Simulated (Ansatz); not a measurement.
**TaN in Ansatz: the effect of functional**

The system is TaN.

```
Ta N
1.0
     2.99562    0.00000    0.00000
    -1.49781    2.59429    0.00000
     0.00000    0.00000    2.93954
Ta N
1 1
Cartesian
  0.0000 0.0000 1.4698
  1.4978 0.8648 0.0000
```

The cell isn't the ideal one: volume scaled by 1.06.

Alike in all runs:

| Quantity | Value |
| --- | --- |
| Program | Ansatz 0.2.0 |
| Task | single point |
| Potentials or basis | Ansatz PAW |
| k mesh | 10 × 10 × 9 |
| Occupations | fermi-dirac, width 0.05 eV |
| Spin | no spin polarisation |

```tsv
functional	cutoff	pressure (GPa)
LDA	420 eV (not typed: the program's choice for these potentials)	?
PBEsol	420 eV (not typed: the program's choice for these potentials)	-22.4
r2SCAN	500 eV (not typed: the program's choice for these potentials)	-18.7
```

Task: What does the run with functional LDA give?

Result: Pressure -28.5 GPa.

Caveats: the PAW data sets come from PBE, with cores solved anew for the run's functional, which leaves a small shift of forces and pressure.
